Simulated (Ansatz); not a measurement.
**Spin–orbit splittings in TaN**

```xyz
2
Lattice="2.9380 0.0000 0.0000 -1.4690 2.5444 0.0000 0.0000 0.0000 2.8830" Properties=species:S:1:pos:R:3 pbc="T T T"
Ta    0.0000    1.6963    1.4415
N     0.0000    0.0000    0.0000
```

Atoms are numbered in the order listed.

The cell is COD entry 1538016, as deposited and not checked against the literature; nothing was relaxed.

Methods: DFT, PBE, all-electron LAPW, scalar-relativistic (Ansatz 0.2.0); DFT, PBE, all-electron LAPW, Dirac equation with spin-orbit coupling (Ansatz 0.2.0).

Sampling and basis: a Γ-centred 12×12×10 k mesh, Fermi–Dirac smearing of 0.02 eV, basis error target 0.5 meV/atom, no spin polarisation.

Levels between -6 and 3 eV, each run counted from its own valence-band top where it has a gap, else its Fermi level. Scalar levels are listed once for both spins; with the coupling every spinor state is counted. Levels near the edges of the range can cross them.

(1) At Γ (0.000, 0.000, 0.000) the scalar-relativistic levels are -4.67 (×2), -4.30, -3.04, 2.10. What are they with spin–orbit coupling?

(2) At A (0.000, 0.000, 0.500) the scalar-relativistic levels are -3.85 (×2), -0.19 (×2), 2.29. What are they with spin–orbit coupling?

(3) At H (0.333, 0.333, 0.500) the scalar-relativistic levels are -4.01, -0.47. What are they with spin–orbit coupling?

Answers

(1) -4.83 (×2), -4.72 (×2), -4.40 (×2), -3.14 (×2), 2.00 (×2).

(2) -3.98 (×2), -3.92 (×2), -0.53 (×2), -0.01 (×2), 2.14 (×2).

(3) -4.18, -4.08, -0.62, -0.54.
